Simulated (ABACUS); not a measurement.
Set up this calculation in ABACUS 3.10.1, as the native input.

```yaml
Task: single point
Functional: M06-L
Potentials_or_basis: SG15 ONCV 1.2 PBE
Cutoff: 1320 eV
Density_cutoff: 5279 eV
Basis: plane waves
k_mesh: 7 × 7 × 7
Occupations: fermi-dirac, width 0.05 eV
Spin: no spin polarisation
Radial_cutoff_of_the_potentials_pseudo_rcut: 10 bohr
SCF_threshold_on_the_density: 1e-08
Max_SCF_steps: 100
Eigensolver: dav
Mixing: broyden
Mixing_share: 0.7
Symmetry_key: 1
Bands: 18
```

MgO:

```
Mg O
1.0
    -2.09700    0.00000    2.09700
     0.00000    2.09700    2.09700
    -2.09700    2.09700    0.00000
Mg O
1 1
Direct
  0.00000 0.00000 0.00000
  0.50000 0.50000 0.50000
```

The cell is a database's computed one.

One way to write it, as run:

INPUT

```
INPUT_PARAMETERS
suffix              MgO
calculation         scf
basis_type          pw
pseudo_dir          ./
latname             fcc
symmetry            1
dft_functional      MGGA_X_M06_L+MGGA_C_M06_L
ecutwfc             97
pseudo_rcut         10
nspin               1
nbands              18
ks_solver           dav
smearing_method     fd
smearing_sigma      0.00367493
scf_thr             1e-08
scf_nmax            100
mixing_type         broyden
mixing_beta         0.7
cal_force           1
cal_stress          1
mixing_tau          1
out_chg             1
kpar                4
```

STRU

```
ATOMIC_SPECIES
Mg 24.3050 Mg_ONCV_PBE-1.2.upf
O 15.9990 O_ONCV_PBE-1.2.upf

LATTICE_CONSTANT
7.9255166303

ATOMIC_POSITIONS
Direct

Mg
0.0
1
0.0000000000 0.0000000000 0.0000000000 1 1 1

O
0.0
1
0.5000000000 0.5000000000 0.5000000000 1 1 1
```

KPT

```
K_POINTS
0
Gamma
7 7 7 0 0 0
```

Potentials or basis: SG15 ONCV 1.2 PBE, plane waves.

The run is started by

```console
$ OMP_NUM_THREADS=1 mpirun -np 4 abacus > log
```

It gave:

| Quantity | Value |
| --- | --- |
| Pressure | 7.4 GPa |
| Band gap on the k mesh | 5.58 eV, direct |

Caveat: the potentials were made for another functional, which shifts forces and pressure.

Wall time 14 s on 4 MPI ranks on Intel(R) Xeon(R) Platinum 8488C (Sapphire Rapids), on a shared host, peak memory 0.28 GiB a rank.
